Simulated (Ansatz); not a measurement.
Ca2O and its competing phases

Computed with DFT PBE, scalar-relativistic, plane waves, PAW in Ansatz 0.2.0. All cells share a 420 eV cutoff and Γ-centred k meshes spaced at most about 0.3 Å⁻¹ (about 0.25 or finer for metals, 2π included). No spin polarisation.

Energies over the elements count from the elements' standard structures at the same level (O₂ as a molecule), with no fitted energy shifts.

All energies are static (0 K, no zero-point motion). A magnetic state wasn't ruled out in cells without spin, among them Ca2O P-4m2.

The competitors are the elements and 1 reference phase of this chemical system (from databases or known types: CaO), relaxed at the same level; some compounds that the Crystallography Open Database lists (CaO2) aren't among them, so the margin is a lower bound.

The candidate was reached from: 4-connected net, two elements spread over the vertices, changed on relaxing.

```xyz
3
Lattice="3.7788 0.0000 0.0000 0.0000 3.7788 0.0000 0.0000 0.0000 5.7695" Properties=species:S:1:pos:R:3 pbc="T T T"
Ca    0.0000    1.8894    4.1237
Ca    1.8894    0.0000    1.6458
O     1.8894    1.8894    2.8847
```

Task: Into what would it decompose?

Result: Its formation energy is -1.774 eV/atom. The lowest competing mixture at this composition is this:

```csv
phase,space group,source,share of atoms,ΔE_f (eV/atom)
Ca,-,element,0.3333,0.000
CaO,Fm-3m (No. 225),Materials Project,0.6667,-2.947
```

The mixture lies at -1.965 eV/atom, and the candidate lies at least 191 meV/atom above it (190 meV/atom from unrounded values). The candidate matches no cell in the subsets of the Crystallography Open Database and the Materials Project at hand. Whether it is a true minimum wasn't tested by phonons.
